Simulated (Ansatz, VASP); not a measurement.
# MnAs in VASP and in Ansatz

File INCAR:

```
SYSTEM = MnAs
PREC = Accurate ; ENCUT = 520
EDIFF = 1E-7 ; ISMEAR = -1
SIGMA = 0.05 ; LREAL = .False.
LASPH = .True. ; NELM = 120
ALGO = Normal ; ISIF = 2
LWAVE = .False. ; LCHARG = .True.
ISPIN = 2 ; MAGMOM = 0 0 5.5 5.5
LORBIT = 11 ; LMAXMIX = 4
GGA = PE ; LELF = .True.
LVHAR = .True.
```

Contents of KPOINTS:

```
regular mesh
0
Gamma
  8 8 5
  0 0 0
```

The input POSCAR:

```
MnAs
1.0
    3.7100000000      0.0000000000      0.0000000000
   -1.8550000000      3.2129542480      0.0000000000
    0.0000000000      0.0000000000      5.6910000000
As Mn
2 2
Direct
    0.6666666667      0.3333333333      0.7500000000
    0.3333333333      0.6666666667      0.2500000000
    0.0000000000      0.0000000000      0.5000000000
    0.0000000000      0.0000000000      0.0000000000
```

input.yaml

```yaml
crystal:
  lattice:
    - [3.71, 0.0, 0.0]
    - [-1.855, 3.212954248, 0.0]
    - [0.0, 0.0, 5.691]
  atoms:
    - { symbol: As, position: [0.6666666667, 0.3333333333, 0.75] }
    - { symbol: As, position: [0.3333333333, 0.6666666667, 0.25] }
    - { symbol: Mn, position: [0.0, 0.0, 0.5], spin: 4.0 }
    - { symbol: Mn, position: [0.0, 0.0, 0.0], spin: 4.0 }
hamiltonian:
  xc: pbe
  pseudopotentials: { kind: paw }
magnetization:
  spin_polarized: true
kpoints:
  mp_grid: { grid: [8, 8, 5] }
scf:
  occupations: { method: fermi_dirac, width: 0.05 }
output:
  forces: true
  stress: true
  eigenvalues: true
```

Alike in both runs: task single point; functional PBE; k mesh 8 × 8 × 5; occupations fermi-dirac, width 0.05 eV; collinear spin, ferromagnetic start.

```csv
,VASP,Ansatz
version,VASP 6.6.1,Ansatz 0.2.0
potentials or method,"VASP PAW PBE potentials, release 64 (As, Mn_pv)",Ansatz PAW
plane-wave cutoff (eV),520,420
valence electrons in the cell,36,60
```

VASP gave:

| Property | Result |
| --- | --- |
| gap on the k mesh at the Fermi level (eV) | none |
| pressure (GPa) | -3.4 |
| largest component of the traceless stress (GPa) | 1.75 |
| net moment per atom (μB) | 1.57 |
| size of the moment on the site where the two differ most (μB) | 3.19 |

**Question.** Estimate Ansatz's values.

**Answer.** gap on the k mesh at the Fermi level (eV): none; pressure (GPa): -3.5; largest component of the traceless stress (GPa): 1.76; net moment per atom (μB): 1.57; size of the moment on the site where the two differ most (μB): 3.15.

Site moments also hang on the region over which each program counts them. A gap of «none» marks a metal or a gap that the smearing closes. The two sets of potentials don't hold the same shells in valence.

Caveats: only a ferromagnetic start was run, and an antiferromagnetic order may lie lower in energy.
